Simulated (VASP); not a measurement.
A run of VASP 6.6.1 is set up as follows.

The input INCAR:

```
SYSTEM = TiB2
PREC     = Accurate       ! precision mode
ENCUT    = 520            ! plane-wave cutoff, eV
EDIFF    = 1E-6           ! SCF threshold, eV
ISMEAR   = -1             ! smearing method
SIGMA    = 0.08           ! smearing width, eV
LREAL    = .FALSE.        ! projectors in reciprocal space
LASPH    = .TRUE.         ! aspherical terms in the spheres
NELM     = 60             ! most SCF steps
ALGO     = Normal         ! electronic algorithm
ISIF     = 2              ! what is computed and relaxed
LWAVE    = .FALSE.        ! write WAVECAR
LCHARG   = .FALSE.        ! write CHGCAR
GGA      = PE             ! functional
NBANDS   = 16             ! bands
```

Contents of KPOINTS:

```
Automatic mesh
0
G
  15 15 13
  0 0 0
```

File POSCAR:

```
TiB2
1.0
    3.0291982016      0.0000000000      0.0000000000
   -1.5145991008      2.6233625957      0.0000000000
    0.0000000000      0.0000000000      3.2284000000
Ti B
1 2
Direct
    0.0000000000      0.0000000000      0.0000000000
    0.3333333333      0.6666666667      0.5000000000
    0.6666666667      0.3333333333      0.5000000000
```

Potentials or basis: VASP PAW PBE potentials, release 64 (Ti_sv, B).

The run is started by

```console
$ cat potpaw_PBE.64/Ti_sv/POTCAR potpaw_PBE.64/B/POTCAR > POTCAR
$ mpirun -np 1 vasp_std > vasp.out
```

**Question.** Predict the pressure.

**Answer.** 0.5 GPa.

**Question.** Predict the band gap on the k mesh.

**Answer.** None (metal or under the smearing width).

Stress tensor (GPa, compression positive):
```
 0.79  0.00  0.00
 0.00  0.79  0.00
 0.00  0.00 -0.21
```
